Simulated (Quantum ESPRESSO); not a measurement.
# Te2Mo in Quantum ESPRESSO: further runs

One slab, Te2Mo, is run at these levels: PBEsol; tasks: single point, equation of state.

Everything below comes from runs of Quantum ESPRESSO 7.5. Logs are shortened: lines on timing, memory, paths and dates and some standing lists are left out, and cuts for length are marked.

**1. The structure**

The cell holds a slab with vacuum, 3 atoms: a = 3.560 Å, b = 3.560 Å, c = 17.524 Å, α = 90.00°, β = 90.00°, γ = 120.00°.

**2. Single point, PBEsol, 60.27 Å³/atom**

File pw.in:

```
&CONTROL
  calculation = 'scf'
  prefix = 'pwscf'
  outdir = './tmp'
  pseudo_dir = './pseudo'
  tstress = .true.
  disk_io = 'nowf'
/
&SYSTEM
  ibrav = 0
  nat = 3
  ntyp = 2
  ecutwfc = 45
  ecutrho = 360
  nbnd = 20
  occupations = 'smearing'
  smearing = 'fd'
  degauss = 0.00367493
/
&ELECTRONS
  conv_thr = 6d-10
  electron_maxstep = 120
  mixing_beta = 0.5
/
ATOMIC_SPECIES
Te   127.6000 te_pbesol_v1.uspp.F.UPF
Mo    95.9500 mo_pbesol_v1.uspp.F.UPF
CELL_PARAMETERS angstrom
   3.4875546084    0.0000000000    0.0000000000
  -1.7437773042    3.0203108879    0.0000000000
   0.0000000000    0.0000000000   17.1663236088
ATOMIC_POSITIONS crystal
Te     0.3333333333    0.6666666667    0.1021445500
Te     0.3333333333    0.6666666667    0.8978554500
Mo     0.0000000000    0.0000000000    0.0000000000
K_POINTS automatic
9 9 2 0 0 0
```

Potentials or basis: GBRV 1.5 PBEsol.

Started as:

```
OMP_NUM_THREADS=1 mpirun -n 2 pw.x -nk 2 -in pw.in > pw.out
```

pw.out:

```text
This program is part of the open-source Quantum ESPRESSO suite
     for quantum simulation of materials; please cite
[... 6 lines left out ...]
     using ibrav=0 with symmetry is DISCOURAGED, use correct ibrav instead

     K-points division:     npool     =       2
     Subspace diagonalization in iterative solution of the eigenvalue problem:
     a serial algorithm will be used

     G-vector sticks info
     --------------------
     sticks:   dense  smooth     PW     G-vecs:    dense   smooth      PW
     Sum        1069     547    163               140655    49801    8205

     Using Slab Decomposition

     bravais-lattice index     =            0
     lattice parameter (alat)  =       6.5905  a.u.
     unit-cell volume          =    1220.2437 (a.u.)^3
     number of atoms/cell      =            3
     number of atomic types    =            2
     number of electrons       =        26.00
     number of Kohn-Sham states=           20
     kinetic-energy cutoff     =      45.0000  Ry
     charge density cutoff     =     360.0000  Ry
     scf convergence threshold =      6.0E-10
     mixing beta               =       0.5000
     number of iterations used =            8  plain     mixing
     Exchange-correlation= SLA  PW   PSX  PSC
                           (   1   4  10   8   0   0   0)

     celldm(1)=   6.590523  celldm(2)=   0.000000  celldm(3)=   0.000000
     celldm(4)=   0.000000  celldm(5)=   0.000000  celldm(6)=   0.000000

     crystal axes: (cart. coord. in units of alat)
               a(1) = (   1.000000   0.000000   0.000000 )
               a(2) = (  -0.500000   0.866025   0.000000 )
               a(3) = (   0.000000   0.000000   4.922166 )

     reciprocal axes: (cart. coord. in units 2 pi/alat)
               b(1) = (  1.000000  0.577350 -0.000000 )
               b(2) = (  0.000000  1.154701  0.000000 )
               b(3) = (  0.000000 -0.000000  0.203163 )

     PseudoPot. # 1 for Te read from file:
     te_pbesol_v1.uspp.F.UPF
     Pseudo is Ultrasoft + core correction, Zval =  6.0
     Generated by new atomic code, or converted to UPF format
     Using radial grid of  891 points,  5 beta functions with:
                l(1) =   0
                l(2) =   0
                l(3) =   1
                l(4) =   1
                l(5) =   2
     Q(r) pseudized with  6 coefficients,  rinner =    1.800   1.800   1.800
                                                       1.800   1.800

     PseudoPot. # 2 for Mo read from file:
     mo_pbesol_v1.uspp.F.UPF
     Pseudo is Ultrasoft + core correction, Zval = 14.0
     Generated by new atomic code, or converted to UPF format
     Using radial grid of  889 points,  6 beta functions with:
                l(1) =   0
                l(2) =   0
                l(3) =   1
                l(4) =   1
                l(5) =   2
                l(6) =   2
     Q(r) pseudized with  6 coefficients,  rinner =    1.000   1.000   1.000
                                                       1.000   1.000

     atomic species   valence    mass     pseudopotential
     Te                6.00   127.60000     Te( 1.00)
     Mo               14.00    95.95000     Mo( 1.00)

     12 Sym. Ops. (no inversion) found

   Cartesian axes

     site n.     atom                  positions (alat units)
         1        Te     tau(   1) = (  -0.0000000   0.5773503   0.5027725  )
         2        Te     tau(   2) = (  -0.0000000   0.5773503   4.4193938  )
         3        Mo     tau(   3) = (   0.0000000   0.0000000   0.0000000  )

     number of k points=    24  Fermi-Dirac smearing, width (Ry)=  0.0037
                       cart. coord. in units 2pi/alat
        k(    1) = (   0.0000000   0.0000000   0.0000000), wk =   0.0123457
        k(    2) = (   0.0000000   0.0000000  -0.1015813), wk =   0.0123457
        k(    3) = (   0.0000000   0.1283001   0.0000000), wk =   0.0740741
        k(    4) = (   0.0000000   0.1283001  -0.1015813), wk =   0.0740741
        k(    5) = (   0.0000000   0.2566001   0.0000000), wk =   0.0740741
        k(    6) = (   0.0000000   0.2566001  -0.1015813), wk =   0.0740741
[... 16 lines left out ...]
        k(   23) = (   0.3333333   0.5773503   0.0000000), wk =   0.0246914
        k(   24) = (   0.3333333   0.5773503  -0.1015813), wk =   0.0246914

     Dense  grid:   140655 G-vectors     FFT dimensions: (  40,  40, 200)

     Smooth grid:    49801 G-vectors     FFT dimensions: (  30,  30, 144)

     Initial potential from superposition of free atoms

     starting charge      25.9986, renormalised to      26.0000

     negative rho (up, down):  8.111E-04 0.000E+00
     Starting wfcs are   21 randomized atomic wfcs

     Self-consistent Calculation

     iteration #  1     ecut=    45.00 Ry     beta= 0.50
     Davidson diagonalization with overlap
     ethr =  1.00E-02,  avg # of iterations =  5.4

     negative rho (up, down):  7.261E-04 0.000E+00

     total energy              =    -191.92107836 Ry
     estimated scf accuracy    <       0.59614465 Ry

     iteration #  2     ecut=    45.00 Ry     beta= 0.50
     Davidson diagonalization with overlap
     ethr =  2.29E-03,  avg # of iterations =  5.8

     negative rho (up, down):  7.607E-08 0.000E+00

     total energy              =    -191.76713474 Ry
     estimated scf accuracy    <       4.44326677 Ry

     iteration #  3     ecut=    45.00 Ry     beta= 0.50
     Davidson diagonalization with overlap
     ethr =  2.29E-03,  avg # of iterations =  3.2

     negative rho (up, down):  1.556E-07 0.000E+00

     total energy              =    -192.25154530 Ry
     estimated scf accuracy    <       0.02315995 Ry

     iteration #  4     ecut=    45.00 Ry     beta= 0.50
     Davidson diagonalization with overlap
     ethr =  8.91E-05,  avg # of iterations =  6.0

     negative rho (up, down):  1.843E-05 0.000E+00

     total energy              =    -192.25328015 Ry
     estimated scf accuracy    <       0.00628858 Ry

     iteration #  5     ecut=    45.00 Ry     beta= 0.50
     Davidson diagonalization with overlap
     ethr =  2.42E-05,  avg # of iterations =  4.3

     negative rho (up, down):  4.750E-04 0.000E+00

     total energy              =    -192.25429902 Ry
     estimated scf accuracy    <       0.00055789 Ry
[... 28 lines left out ...]
     iteration #  9     ecut=    45.00 Ry     beta= 0.50
     Davidson diagonalization with overlap
     ethr =  5.82E-09,  avg # of iterations =  2.1

     negative rho (up, down):  6.385E-04 0.000E+00

     total energy              =    -192.25441386 Ry
     estimated scf accuracy    <       0.00000036 Ry

     iteration # 10     ecut=    45.00 Ry     beta= 0.50
     Davidson diagonalization with overlap
     ethr =  1.40E-09,  avg # of iterations =  1.8

     negative rho (up, down):  6.389E-04 0.000E+00

     total energy              =    -192.25441392 Ry
     estimated scf accuracy    <          3.8E-09 Ry

     iteration # 11     ecut=    45.00 Ry     beta= 0.50
     Davidson diagonalization with overlap
     ethr =  1.45E-11,  avg # of iterations =  5.5

     negative rho (up, down):  6.382E-04 0.000E+00

     total energy              =    -192.25441393 Ry
     estimated scf accuracy    <          3.2E-09 Ry

     iteration # 12     ecut=    45.00 Ry     beta= 0.50
     Davidson diagonalization with overlap
     ethr =  1.22E-11,  avg # of iterations =  1.0

     negative rho (up, down):  6.380E-04 0.000E+00

     End of self-consistent calculation

          k = 0.0000 0.0000 0.0000 (  6207 PWs)   bands (ev):

   -59.4192 -33.6393 -33.4937 -33.4937 -11.8212 -10.7153  -4.1206  -0.7182
    -0.7182  -0.5978   0.1634   0.1634   0.6770   4.4422   4.4422   4.7970
     4.7970   5.2798   5.8277   6.5778

          k = 0.0000 0.0000-0.1016 (  6142 PWs)   bands (ev):

   -59.4192 -33.6392 -33.4936 -33.4936 -11.8212 -10.7153  -4.1206  -0.7182
    -0.7182  -0.5978   0.1635   0.1635   0.6771   4.4422   4.4422   4.7971
     4.7971   5.4161   5.5475   6.9703

          k = 0.0000 0.1283 0.0000 (  6170 PWs)   bands (ev):

   -59.4179 -33.6353 -33.5116 -33.4978 -11.6407 -10.5948  -3.9307  -1.1044
    -0.9869  -0.5658  -0.0724   0.3452   0.6523   3.8146   3.8709   4.4056
     4.6117   5.5257   6.0401   6.8367

          k = 0.0000 0.1283-0.1016 (  6160 PWs)   bands (ev):

   -59.4179 -33.6353 -33.5116 -33.4978 -11.6407 -10.5948  -3.9307  -1.1044
    -0.9869  -0.5658  -0.0724   0.3452   0.6523   3.8144   3.8717   4.4056
     4.6117   5.6264   5.8141   7.1734

          k = 0.0000 0.2566 0.0000 (  6192 PWs)   bands (ev):

   -59.4144 -33.6253 -33.5570 -33.5083 -11.1310 -10.2561  -3.4734  -2.0098
    -1.7474  -0.5731  -0.1520   0.1463   0.4103   2.8658   3.4640   3.6566
     4.9024   6.0676   6.6363   7.2985

          k = 0.0000 0.2566-0.1016 (  6200 PWs)   bands (ev):

   -59.4144 -33.6253 -33.5570 -33.5083 -11.1310 -10.2561  -3.4734  -2.0098
    -1.7474  -0.5731  -0.1520   0.1463   0.4103   2.8660   3.4637   3.6566
     4.9024   6.2358   6.3060   7.7187

          k = 0.0000 0.3849 0.0000 (  6212 PWs)   bands (ev):

   -59.4105 -33.6138 -33.6080 -33.5202 -10.4117  -9.7884  -3.6056  -2.7463
    -2.5176  -1.0372  -0.2741   0.0847   0.3784   2.7035   3.0261   3.9730
     5.0743   6.7464   7.1118   7.2442

          k = 0.0000 0.3849-0.1016 (  6212 PWs)   bands (ev):

   -59.4105 -33.6139 -33.6080 -33.5202 -10.4117  -9.7884  -3.6056  -2.7463
    -2.5176  -1.0372  -0.2741   0.0847   0.3785   2.7035   3.0261   3.9728
     5.0743   6.8037   7.0917   7.1892
[... 67 lines left out ...]
          k = 0.2222 0.3849-0.1016 (  6234 PWs)   bands (ev):

   -59.4088 -33.6112 -33.6088 -33.5448 -10.0484  -9.5458  -3.5946  -2.9171
    -2.1839  -1.8456  -1.2811  -0.0044   0.6822   2.5837   2.9337   3.3371
     4.9739   7.1602   7.7198   7.7744

          k = 0.2222 0.5132 0.0000 (  6243 PWs)   bands (ev):

   -59.4068 -33.6234 -33.6031 -33.5639  -9.5411  -9.2210  -3.9226  -3.5508
    -2.2965  -1.8634  -1.6527  -0.4229   0.9025   2.5438   3.3388   3.3654
     5.2702   6.0475   7.6151   8.3283

          k = 0.2222 0.5132-0.1016 (  6248 PWs)   bands (ev):

   -59.4068 -33.6234 -33.6031 -33.5639  -9.5411  -9.2210  -3.9226  -3.5508
    -2.2965  -1.8634  -1.6527  -0.4229   0.9025   2.5438   3.3388   3.3654
     5.2702   6.0476   7.6156   8.3094

          k = 0.3333 0.5774 0.0000 (  6231 PWs)   bands (ev):

   -59.4061 -33.6102 -33.6012 -33.5881  -9.3589  -9.0955  -3.7049  -3.4840
    -2.9403  -1.9367  -1.9088  -0.5767   1.1136   2.2562   3.0822   3.8801
     5.5849   6.2853   6.4102   8.6323

          k = 0.3333 0.5774-0.1016 (  6246 PWs)   bands (ev):

   -59.4061 -33.6102 -33.6012 -33.5881  -9.3589  -9.0955  -3.7049  -3.4840
    -2.9403  -1.9367  -1.9088  -0.5767   1.1136   2.2562   3.0822   3.8801
     5.5848   6.2853   6.4103   8.6295

     the Fermi energy is     1.6869 ev

!    total energy              =    -192.25441393 Ry
     estimated scf accuracy    <          3.3E-10 Ry
     smearing contrib. (-TS)   =      -0.00000005 Ry
     internal energy E=F+TS    =    -192.25441387 Ry

     The total energy is F=E-TS. E is the sum of the following terms:
     one-electron contribution =    -702.74955613 Ry
     hartree contribution      =     353.54092794 Ry
     xc contribution           =     -48.13215642 Ry
     ewald contribution        =     205.08637074 Ry

     convergence has been achieved in  12 iterations

     Computing stress (Cartesian axis) and pressure

     negative rho (up, down):  6.380E-04 0.000E+00
          total   stress  (Ry/bohr**3)                   (kbar)     P=       19.10
   0.00009729  -0.00000000   0.00000000           14.31       -0.00        0.00
  -0.00000000   0.00009729   0.00000000           -0.00       14.31        0.00
   0.00000000   0.00000000   0.00019494            0.00        0.00       28.68

=------------------------------------------------------------------------------=
   JOB DONE.
=------------------------------------------------------------------------------=
```

It took 30 s on 2 MPI ranks of Intel Xeon 6975P-C (Granite Rapids), shared host; peak memory 0.68 GiB.

Results:

```yaml
Free_energy: -2615.7546 eV
Band_gap_on_the_k_mesh: 1.14 eV, direct
```

Caveat: spin-orbit coupling is left out, which moves the levels of the heavy elements.

**3. Single point, PBEsol, 61.56 Å³/atom**

pw.in: that of step 2 with these lines changed.

```diff
@@ -28,5 +28,5 @@
 CELL_PARAMETERS angstrom
-   3.4875546084    0.0000000000    0.0000000000
-  -1.7437773042    3.0203108879    0.0000000000
-   0.0000000000    0.0000000000   17.1663236088
+   3.5121156613    0.0000000000    0.0000000000
+  -1.7560578307    3.0415813837    0.0000000000
+   0.0000000000    0.0000000000   17.2872171948
 ATOMIC_POSITIONS crystal
```

Potentials or basis: GBRV 1.5 PBEsol.

Started as:

```
OMP_NUM_THREADS=1 mpirun -n 2 pw.x -nk 2 -in pw.in > pw.out
```

Wall time 33 s (2 MPI ranks of Intel Xeon 6975P-C (Granite Rapids), shared host); peak memory 0.7 GiB.

It converged, with:

```yaml
Free_energy: -2615.7891 eV
Band_gap_on_the_k_mesh: 1.11 eV, direct
```

Caveat: spin-orbit coupling is left out, which moves the levels of the heavy elements.

**4. Single point, PBEsol, 62.84 Å³/atom**

pw.in: that of step 3 with these lines changed.

```diff
@@ -28,5 +28,5 @@
 CELL_PARAMETERS angstrom
-   3.5121156613    0.0000000000    0.0000000000
-  -1.7560578307    3.0415813837    0.0000000000
-   0.0000000000    0.0000000000   17.2872171948
+   3.5363379141    0.0000000000    0.0000000000
+  -1.7681689570    3.0625584699    0.0000000000
+   0.0000000000    0.0000000000   17.4064431499
 ATOMIC_POSITIONS crystal
```

Started as:

```
OMP_NUM_THREADS=1 mpirun -n 2 pw.x -nk 2 -in pw.in > pw.out
```

Run time: 31 s. Hardware: 2 MPI ranks of Intel Xeon 6975P-C (Granite Rapids), shared host; peak memory 0.72 GiB.

It converged, with:

```yaml
Free_energy: -2615.8010 eV
Band_gap_on_the_k_mesh: 1.07 eV, direct
```

Caveat: spin-orbit coupling is left out, which moves the levels of the heavy elements.

**5. Single point, PBEsol, 64.12 Å³/atom**

pw.in: that of step 4 with these lines changed.

```diff
@@ -28,5 +28,5 @@
 CELL_PARAMETERS angstrom
-   3.5363379141    0.0000000000    0.0000000000
-  -1.7681689570    3.0625584699    0.0000000000
-   0.0000000000    0.0000000000   17.4064431499
+   3.5602328140    0.0000000000    0.0000000000
+  -1.7801164070    3.0832520603    0.0000000000
+   0.0000000000    0.0000000000   17.5240578200
 ATOMIC_POSITIONS crystal
```

Started as:

```
OMP_NUM_THREADS=1 mpirun -n 2 pw.x -nk 2 -in pw.in > pw.out
```

Wall time 32 s (2 MPI ranks of Intel Xeon 6975P-C (Granite Rapids), shared host); peak memory 0.72 GiB.

Results (log left out):

| Quantity | Value |
| --- | --- |
| Free energy | -2615.7927 eV |
| Band gap on the k mesh | 1.04 eV, direct |

Caveat: spin-orbit coupling is left out, which moves the levels of the heavy elements.

**6. Single point, PBEsol, 65.40 Å³/atom**

pw.in: that of step 5 with these lines changed.

```diff
@@ -28,5 +28,5 @@
 CELL_PARAMETERS angstrom
-   3.5602328140    0.0000000000    0.0000000000
-  -1.7801164070    3.0832520603    0.0000000000
-   0.0000000000    0.0000000000   17.5240578200
+   3.5838112019    0.0000000000    0.0000000000
+  -1.7919056009    3.1036715432    0.0000000000
+   0.0000000000    0.0000000000   17.6401145653
 ATOMIC_POSITIONS crystal
```

Potentials or basis: GBRV 1.5 PBEsol.

Started as:

```
OMP_NUM_THREADS=1 mpirun -n 2 pw.x -nk 2 -in pw.in > pw.out
```

Wall time 36 s (2 MPI ranks of Intel Xeon 6975P-C (Granite Rapids), shared host); peak memory 0.76 GiB.

Results (log left out):

```
Free energy            : -2615.7665 eV
Band gap on the k mesh : 1.01 eV, direct
```

Caveat: spin-orbit coupling is left out, which moves the levels of the heavy elements.

**7. Single point, PBEsol, 66.69 Å³/atom**

pw.in: that of step 6 with these lines changed.

```diff
@@ -28,5 +28,5 @@
 CELL_PARAMETERS angstrom
-   3.5838112019    0.0000000000    0.0000000000
-  -1.7919056009    3.1036715432    0.0000000000
-   0.0000000000    0.0000000000   17.6401145653
+   3.6070833553    0.0000000000    0.0000000000
+  -1.8035416776    3.1238258192    0.0000000000
+   0.0000000000    0.0000000000   17.7546639734
 ATOMIC_POSITIONS crystal
```

Started as:

```
OMP_NUM_THREADS=1 mpirun -n 2 pw.x -nk 2 -in pw.in > pw.out
```

Run time: 35 s. Hardware: 2 MPI ranks of Intel Xeon 6975P-C (Granite Rapids), shared host; peak memory 0.78 GiB.

The run converged. Its results:

* Free energy: -2615.7242 eV
* Band gap on the k mesh: 0.98 eV, direct

Caveat: spin-orbit coupling is left out, which moves the levels of the heavy elements.

**8. Single point, PBEsol, 67.97 Å³/atom**

pw.in: that of step 7 with these lines changed.

```diff
@@ -28,5 +28,5 @@
 CELL_PARAMETERS angstrom
-   3.6070833553    0.0000000000    0.0000000000
-  -1.8035416776    3.1238258192    0.0000000000
-   0.0000000000    0.0000000000   17.7546639734
+   3.6300590280    0.0000000000    0.0000000000
+  -1.8150295140    3.1437233354    0.0000000000
+   0.0000000000    0.0000000000   17.8677540541
 ATOMIC_POSITIONS crystal
```

Started as:

```
OMP_NUM_THREADS=1 mpirun -n 2 pw.x -nk 2 -in pw.in > pw.out
```

Run time: 31 s. Hardware: 2 MPI ranks of Intel Xeon 6975P-C (Granite Rapids), shared host; peak memory 0.78 GiB.

It converged, with:

| Property | Result |
| --- | --- |
| Free energy | -2615.6676 eV |
| Band gap on the k mesh | 0.96 eV, direct |

Caveat: spin-orbit coupling is left out, which moves the levels of the heavy elements.

**9. Equation of state, PBEsol**

Potentials or basis: GBRV 1.5 PBEsol.

This step only gathers the single runs of the series.

What came out:

```
Equilibrium volume                        : 62.93 Å³/atom
Bulk modulus at fixed shape and positions : 41 GPa
Pressure derivative of the bulk modulus   : 4.6
```

Energy against volume, from the lowest point:
```
volume (Å³/atom)  energy (meV/atom)
          60.274              15.48
          61.556               3.95
          62.839               0.00
          64.121               2.75
          65.404              11.50
          66.686              25.60
          67.968              44.48
```

Caveat: the cell was scaled at fixed shape and fractional positions, which overstates the stiffness of a crystal with free parameters, most of all of layers and chains. The run has no spin-orbit coupling, so splittings on Te are missing.
